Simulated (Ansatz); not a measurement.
## N started in the widest void in wurtzite AlN, 97 atoms, charge 0

All numbers come from Ansatz (PAW, plane waves, no spin–orbit coupling) at the single k point (¼, ¼, ¼) without its symmetry partners. The atoms were relaxed with PBEsol in a fixed cell; other functionals are single points on those atoms unless said otherwise. The valence top and gap of the host come from its small cell on a dense mesh, with the band extrema sought between the mesh points, lined up by the mean potential, PBEsol gap 4.09 eV, HSE06 gap 5.54 eV.

Cell: a = 9.341 Å, b = 10.787 Å, c = 9.967 Å, α = 90.00°, β = 90.00°, γ = 90.00°.

Nearest atoms after relaxation, from the placed atom (for vacancies from the middle of the vacant sites): N at 1.38 Å, Al at 1.84 Å, Al at 1.86 Å, Al at 2.20 Å, Al at 2.34 Å, N at 2.58 Å, N at 2.62 Å, N at 2.83 Å.

Chemical potentials μ are those of reference phases of the elements at zero temperature by the same functional (the usual solids, diamond for C, grey Sn, and the molecules H2, N2, O2, F2, Cl2, Br2 and S8).

| functional | E(defect) − E(host) − Σ nμ + q·E_VBM (eV) | monopole (eV) | alignment (eV) | formation energy at E_F = VBM (eV) | moment (μB) | wall time, shared host |
| --- | --- | --- | --- | --- | --- | --- |
| PBEsol | 4.56 | 0.00 | 0.00 | 4.56 | 1.0 | 22 s on NVIDIA GB200 (relaxation) |

Problem. Estimate the formation energy and moment that HSE06 gives on these atoms.

Solution. 4.87 eV at E_F = VBM, moment 1.0 μB.

HSE06 one-electron levels near the gap (the ten most localised at most), from the host's valence top:

| level (eV) | spin | filling | atoms sharing it | element of the atom with most weight |
| --- | --- | --- | --- | --- |
| -0.20 | up | 1.00 | 55.5 | spread |
| -0.19 | down | 1.00 | 53.9 | spread |
| 0.64 | up | 1.00 | 4.9 | N |
| 1.04 | up | 1.00 | 4.5 | N |
| 1.25 | down | 1.00 | 4.5 | N |
| 3.54 | down | 0.00 | 3.5 | N |

All elements are taken at their own reference at once; growth conditions in equilibrium with the host shift these energies, by up to the host's formation enthalpy.

One k point and a cell of this size can leave errors of several tenths of an eV in such numbers.
